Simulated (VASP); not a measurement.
# VASP inputs for MgF₂ (strained rutile)

INCAR

```
ISIF = 2
GGA = PE
NELM = 120
LWAVE = .FALSE.
IBRION = -1
ISMEAR = -1
LREAL = .FALSE.
PREC = Accurate
EDIFF = 1E-7
LASPH = .TRUE.
LCHARG = .FALSE.
NBANDS = 25
SIGMA = 0.02
ENCUT = 520
NSW = 0
```

KPOINTS

```
KPOINTS created by Atomic Simulation Environment
0
Gamma
6 6 8
0 0 0
```

KPOINTS_OPT

```
special points
6
Reciprocal
0.0000000000 0.0000000000 0.0000000000 1
0.0000000000 0.5000000000 0.0000000000 1
0.5000000000 0.5000000000 0.0000000000 1
0.0000000000 0.0000000000 0.5000000000 1
0.0000000000 0.5000000000 0.5000000000 1
0.5000000000 0.5000000000 0.5000000000 1
```

POSCAR

```
Mg F
 1.0000000000000000
     4.4833555148000004    0.0000000000000000    0.0000000000000000
     0.0000000000000000    4.4833555148000004    0.0000000000000000
     0.0000000000000000    0.0000000000000000    3.1100508258000001
 Mg  F
   2   4
Cartesian
  0.0000000000000000 -0.0000000000000000  0.0000000000000000
  2.2416777574000002  2.2416777574000002  1.5550254129000001
  1.3624453898285735  1.3624453898285735  0.0000000000000000
  0.8792323675714269  3.6041231472285737  1.5550254129000001
  3.6041231472285737  0.8792323675714269  1.5550254129000001
  3.1209101249714268  3.1209101249714268  0.0000000000000000
```

VASP ran with the recommended PBE PAW datasets (32 valence electrons in the cell).

**Question.** What does this run give?

**Answer.** gap between bands v and c 7.33 eV; least direct gap 7.33 eV; pressure 8.7 GPa.

Band v is the last that the valence electrons fill when counted band by band, and c is the next. Levels in eV from the top of v:

```tsv
point	v−1	v	c	c+1
Γ	-0.26	0.00	7.33	12.43
X	-0.37	-0.37	9.83	9.83
M	-0.73	-0.73	11.59	11.59
Z	-0.87	-0.87	11.97	11.97
R	-0.66	-0.66	13.02	13.02
A	-0.44	-0.44	13.49	13.49
```
